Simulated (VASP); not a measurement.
Here is a VASP 6.6.1 calculation.

INCAR

```
SYSTEM = MgSn2N2
PREC = Normal
ENCUT = 520
EDIFF = 1E-4
ISMEAR = 0
SIGMA = 0.15
LREAL = .FALSE.
LASPH = .TRUE.
NELM = 60
ALGO = Fast
ISIF = 3
LWAVE = .FALSE.
LCHARG = .FALSE.
GGA = PE
IBRION = 2
NSW = 24
EDIFFG = -0.08
```

File KPOINTS:

```
Automatic mesh
0
G
  4 4 2
  0 0 0
```

Contents of POSCAR:

```
MgSn2N2
1.0
    4.1303235900      0.0000000000      0.0000000000
   -2.0651618000      3.5769651600      0.0000000000
    0.0000000000      0.0000000000      7.1856491500
Mg Sn N
1 2 2
Direct
    0.0000000000      0.0000000000      0.5000000000
    0.0000000000      0.0000000000      0.0000000000
    0.3333333300      0.6666666700      0.5000000000
    0.6666666700      0.3333333300      0.2264030000
    0.6666666700      0.3333333300      0.7735970000
```

Potentials or basis: VASP PAW PBE potentials, release 64 (Mg, Sn_d, N).

Launch:

```console
$ cat potpaw_PBE.64/Mg/POTCAR potpaw_PBE.64/Sn_d/POTCAR potpaw_PBE.64/N/POTCAR > POTCAR
$ mpirun -np 1 vasp_std > vasp.out
```

What does it give for the band gap on the k mesh?

None (metal or under the smearing width).

What does it give for the space group after relaxing (to 0.05 Å)?

P-6m2 (No. 187).

Step by step:
| step | energy change (eV) | largest force (eV/Å) | pressure (GPa) | volume (Å³) |
| --- | --- | --- | --- | --- |
| 1 | 0.0000 | 0.2142 | -3.40 | 106.16 |
| 2 | -0.8948 | 0.3310 | -2.24 | 98.87 |
| 3 | -1.2045 | 0.1971 | 0.24 | 93.20 |
| 4 | -0.3378 | 0.0486 | 12.81 | 80.68 |
| 5 | -1.2399 | 0.1380 | 0.94 | 91.85 |
| 6 | -1.2175 | 0.0344 | 4.91 | 86.42 |
| 7 | -1.2798 | 0.0972 | 2.17 | 90.05 |
| 8 | -1.2852 | 0.0775 | 3.54 | 88.26 |
| 9 | -1.2899 | 0.0868 | 2.72 | 88.92 |
| 10 | -1.3245 | 0.0019 | -0.84 | 93.49 |
| 11 | -1.3298 | 0.0223 | 0.50 | 92.27 |
| 12 | -1.3296 | 0.0179 | -0.31 | 92.49 |

Caveat: the k mesh is coarse (spacing up to 0.44 Å⁻¹), so the values aren't converged; the relaxation stopped at a loose force limit of 0.08 eV/Å, so its end isn't a converged minimum.
